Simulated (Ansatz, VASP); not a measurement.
## Cs in VASP and in Ansatz

INCAR

```
  PREC = Accurate
  ENCUT = 520
  EDIFF = 1E-7
  ISMEAR = 0
  SIGMA = 0.1
  LREAL = F
  LASPH = T
  NELM = 80
  ALGO = Normal
  ISIF = 2
  LWAVE = F
  LCHARG = F
  LDIPOL = T
  IDIPOL = 3
  DIPOL = 0.5 0.5 0.500
  GGA = PE
  IBRION = 2
  NSW = 90
  EDIFFG = -0.03
```

Contents of KPOINTS:

```
Automatic mesh
0
Gamma
  5 5 1
```

POSCAR

```
Cs
1.0
    5.5279056150      0.0000000000      0.0000000000
    0.2312776588      5.5230653747      0.0000000000
    0.0000000000      0.0000000000     20.8261769052
Cs
2
Selective dynamics
Direct
    0.5000000000      0.5000000000      0.4081401996  F F F
    0.0000000000      0.0000000000      0.5918598004  T T T
```

Input for Ansatz:

```yaml
crystal:
  lattice:
    - [5.5279055559, 0.0, 0.0]
    - [0.231277572, 5.5230653192, 0.0]
    - [0.0, 0.0, 20.8261768948]
  atoms:
    - { symbol: Cs, position: [0.5, 0.5, 0.4081401999] }
    - { symbol: Cs, position: [0.0, 0.0, 0.5918598001] }
basis:
  ecutwfc: 420
kpoints:
  mp_grid: { grid: [5, 5, 1] }
hamiltonian:
  xc: pbe
scf:
  occupations: { method: gaussian, width: 0.1 }
output:
  forces: true
  eigenvalues: true
  write_density: true
  write_potential: true
  elf: true
  volumetric_format: npy
relax:
  adjacent_minimum: "off"
  f_tol: 0.03
  max_steps: 70
  constraints: [{ sites: [0] }]
efield:
  axis: 3
  dipole_correction: true
  ramp_width: 0.04
```

Alike in both runs: task relaxation of the atoms; functional PBE; k mesh 5 × 5 × 1; occupations gaussian, width 0.1 eV; no spin polarisation.

|  | VASP | Ansatz |
| --- | --- | --- |
| version | VASP 6.6.1 | Ansatz 0.2.0 |
| potentials or method | VASP PAW PBE potentials, release 64 (Cs_sv) | scalar-relativistic, plane waves, PAW |
| plane-wave cutoff (eV) | 520 | 420 |
| valence electrons in the cell | 18 | 18 |

Ansatz gave:

| Quantity | Value |
| --- | --- |
| gap on the k mesh at the Fermi level, each at its own relaxed structure (eV) | none |
| work function, face that differs most (eV) | 2.09 |

What did VASP give for the same quantities?

gap on the k mesh at the Fermi level, each at its own relaxed structure (eV): none; work function, face that differs most (eV): 1.91.

A gap of «none» marks a metal or a gap that the smearing closes. Ansatz warned: «xc_potential_rough_in_thin_density».

Caveats: the relaxation stopped at its first step, so nothing moved. The runs have no spin-orbit coupling, so splittings on Cs are missing.
